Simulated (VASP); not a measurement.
Set up this calculation in VASP 6.6.1, as the native input.

| Item | Value |
| --- | --- |
| Task | relaxation of cell and atoms |
| Functional | rev-vdW-DF2 |
| Potentials or basis | VASP PAW PBE potentials, release 64 (Sn_d, S) |
| Cutoff | 600 eV |
| k mesh | 9 × 9 × 5 |
| Occupations | gaussian, width 0.03 eV |
| Spin | no spin polarisation |
| Further INCAR settings | ALGO = Normal; EDIFF = 1e-07; IBRION = 2; EDIFFG = -0.005; NSW = 90; ISIF = 3 |

The structure of SnS2 (Berndtite-2T) lies in POSCAR:

```
SnS2                                    
1.0
    3.6876449861      0.0000000000     -0.0000000000
   -1.8438224931      3.1935942382      0.0000000000
   -0.0000000000      0.0000000000      5.8846165927
  Sn              S             
     1     2
Direct
     1.0000000000000000    0.0000000000000000    1.0000000000000000
     0.3333333332999970    0.6666666667000030    0.2521217544105292
     0.6666666667000030    0.3333333332999970    0.7478782455894709
```

One way to write it, as run:

INCAR

```
PREC = Accurate ; ENCUT = 600
EDIFF = 1E-7 ; ISMEAR = 0
SIGMA = 0.03 ; LREAL = False
LASPH = True ; NELM = 80
ALGO = Normal ; ISIF = 3
LWAVE = False ; LCHARG = False
GGA = MK ; LUSE_VDW = True
AGGAC = 0.0 ; PARAM1 = 0.1234
PARAM2 = 0.711357 ; ZAB_VDW = -1.8867
IBRION = 2 ; NSW = 90
EDIFFG = -0.005 ; KPAR = 2
```

KPOINTS

```
Automatic mesh
0
Gamma
  9 9 5
```

Potentials or basis: VASP PAW PBE potentials, release 64 (Sn_d, S).

The run is started by

```sh
$ cat potpaw_PBE.64/Sn_d/POTCAR potpaw_PBE.64/S/POTCAR > POTCAR
$ mpirun -np 2 vasp_std > vasp.out
```

Results of the run:

```json
{
 "Relaxed volume": "23.07 Å³/atom",
 "Relaxed cell": "a = 3.687 Å, b = 3.687 Å, c = 5.879 Å, α = 90.00°, β = 90.00°, γ = 120.00°",
 "Space group after relaxing (to 0.05 Å)": "P-3m1 (No. 164)",
 "Energy gained by relaxing": "0.0 meV/atom",
 "Ionic steps": "5",
 "Pressure after relaxing": "0.0 GPa",
 "Largest force after relaxing": "0.004 eV/Å",
 "Band gap on the k mesh": "1.23 eV, indirect (least direct gap 1.57 eV)"
}
```

Caveat: the PAW data sets were made with another functional, which shifts forces and pressure a little; spin-orbit coupling is left out, which moves the levels of the heavy elements; an odd mesh through Γ misses points on the zone boundary, where band edges often lie.

Run time: 6.7 min on 2 MPI ranks on Intel(R) Xeon(R) Platinum 8259CL CPU @ 2.50GHz (Skylake/Cascade Lake) (shared host), peak memory 0.48 GiB a rank.
